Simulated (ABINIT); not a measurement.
The system is AlO.

```
Al O
1.0
     2.76919    0.00000    0.00000
     0.00000    2.76919    0.00000
     0.00000    0.00000    2.76919
Al O
1 1
Cartesian
  1.3846 1.3846 1.3846
  0.0000 0.0000 0.0000
```

The cell was built by a generator and needn't be a form met in nature.

| Item | Value |
| --- | --- |
| Program | ABINIT 10.8.3 (patched build) |
| Task | relaxation of cell and atoms |
| Functional | AM05 |
| Potentials or basis | PseudoDojo NC SR PBEsol v0.4.1 standard |
| Cutoff | 1143 eV |
| k mesh | 8 × 8 × 8 |
| Occupations | fermi-dirac, width 0.05 eV |
| Spin | no spin polarisation |

At the start: pressure -5.3 GPa; volume 10.62 Å³/atom.

Problem. Where does the relaxation end?

Solution. Over 4 steps the energy falls by 7.2 meV/atom and the volume is 10.20 Å³/atom (-4.0 %); space group Pm-3m (No. 221, to 0.05 Å).

The path:
```tsv
step	energy change (eV)	largest force (eV/Å)	pressure (GPa)	volume (Å³)
1	0.0000	0.0000	-5.33	21.24
2	-0.0093	0.0000	-3.27	20.89
3	-0.0144	0.0000	0.15	20.37
4	-0.0144	0.0000	0.00	20.40
```

Final structure:
```cif
data_structure
_symmetry_space_group_name_H-M 'P 1'
_symmetry_Int_Tables_number 1
_cell_length_a 2.7322
_cell_length_b 2.7322
_cell_length_c 2.7322
_cell_angle_alpha 90.000
_cell_angle_beta 90.000
_cell_angle_gamma 90.000
_cell_volume 20.40
loop_
_atom_site_label
_atom_site_type_symbol
_atom_site_fract_x
_atom_site_fract_y
_atom_site_fract_z
_atom_site_occupancy
Al1 Al 0.50000 0.50000 0.50000 1
O1 O 0.00000 0.00000 0.00000 1
```

Caveat: the potentials were made for another functional, which shifts forces and pressure; an odd number of electrons without spin polarisation forces a metal; a magnetic or distorted state may lie lower.
